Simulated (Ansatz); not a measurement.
Zincblende BN, relaxed with r2SCAN in Ansatz 0.2.0: space group F-43m (No. 216), cubic; conventional cell a = 3.610 Å, 5.88 Å³ an atom. B has 4 N at 1.56 Å; N has 4 B at 1.56 Å. The primitive cell holds 2 atoms in 11.76 Å³. No spin polarisation and no zero-point or thermal motion.

Computed values: PBE gives a gap of 4.48 eV and PBE0 (25 % exact exchange) 6.56 eV; one over PBE's mean ε∞ is 0.217. HSE06 (8×8×8) gives a least gap of 5.79 eV and a least direct gap of 10.59 eV. r2SCAN's ε∞ is 4.45. On the PBEsol cell (Ω = 11.72 Å³ for two atoms) PBEsol gives ω_TO = 1046.5 cm⁻¹, Z* = ±1.902 and ε∞ = 4.632.

(1) What is the density?

(2) Taking the gap as linear in the share of unscreened exchange, estimate the gap of the hybrid whose share is 1/ε∞.

(3) At what wavelength does absorption set in by HSE06, excitons left aside?

(4) What refractive index and reflectivity at normal incidence follow, below the gap and above the phonons?

(5) Work out the longitudinal frequency.

(6) What static dielectric constant follows from Lyddane-Sachs-Teller, and how strong is the polar coupling 1/ε∞ − 1/ε⁰?

Results:

(1) The cell holds 1 B, 1 N: M = 1×10.810 + 1×14.007 = 24.82 u in V = 11.76 Å³. ρ = 1.66054 × M/V = 1.66054 × 24.82/11.76 = 3.505 g/cm³, for the static r2SCAN lattice.

(2) The slope is (6.56 − 4.48)/0.25 = 8.32 eV per unit share, so E_g ≈ 4.48 + 8.32 × 0.217 = 6.29 eV. The run with that share gives 6.28 eV (8×8×8 mesh), -0.01 eV from the straight line.

(3) λ = 1239.84 eV nm/E: 214 nm for the least gap, where it needs phonons and is weak, and 117 nm for direct transitions. That lies in the ultraviolet, so by this gap the crystal is transparent to visible light.

(4) n = √4.45 = 2.110; R = ((n − 1)/(n + 1))² = (1.110/3.110)² = 12.7 % a face.

(5) ω_LO² − ω_TO² = 4π Z*² e²/(ε∞ μ Ω), with μ = 10.81×14.01/24.82 = 6.102 u and e² = 14.400 eV Å; √(eV/(u Å²)) is 521.47 cm⁻¹. That gives 5.37e+05 cm⁻², so ω_LO = √(1046.5² + 5.37e+05) = 1277.7 cm⁻¹; the program prints 1277.8.

(6) ε⁰ = ε∞ (ω_LO/ω_TO)² = 4.632 × (1277.7/1046.5)² = 6.90 (the run: 6.90). 1/ε∞ − 1/ε⁰ = 0.2159 − 0.1448 = 0.0711, the factor that enters the Fröhlich constant.

The meshes of the hybrids are coarse, so their gaps aren't converged to the digits shown.
